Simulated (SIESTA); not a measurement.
SnTe:

```
CELL_PARAMETERS angstrom
0.00000 3.15085 3.15085
3.15085 0.00000 3.15085
3.15085 3.15085 0.00000
ATOMIC_POSITIONS crystal
Te 0.50000 0.50000 0.50000
Sn 0.00000 0.00000 0.00000
```

Base run:

| Property | Result |
| --- | --- |
| Program | SIESTA 5.4.2 |
| Functional | LDA |
| Potentials or basis | PseudoDojo 0.4 standard (LDA files) |
| Basis | DZP (energy shift 0.003 Ry; two zetas on semicore shells) |
| Grid cutoff | 500 Ry |
| Energy shift | 0.003 Ry |
| k mesh | 7 × 7 × 7 |
| Occupations | fermi-dirac, width 0.05 eV |
| Spin | no spin polarisation |

Its results: pressure -0.9 GPa.

Problem. The run is repeated on the same cell with these changes: functional from LDA to PBE; potentials or basis from PseudoDojo 0.4 standard (LDA files) to PseudoDojo 0.4 standard (PBE files). What comes out?

Solution. Pressure 2.9 GPa.

Caveats: the basis of atomic orbitals isn't converged, which shifts pressures, moduli and gaps; the basis holds too few empty states to meet the f-sum rule, so the spectrum is short of weight at high energy (some runs).
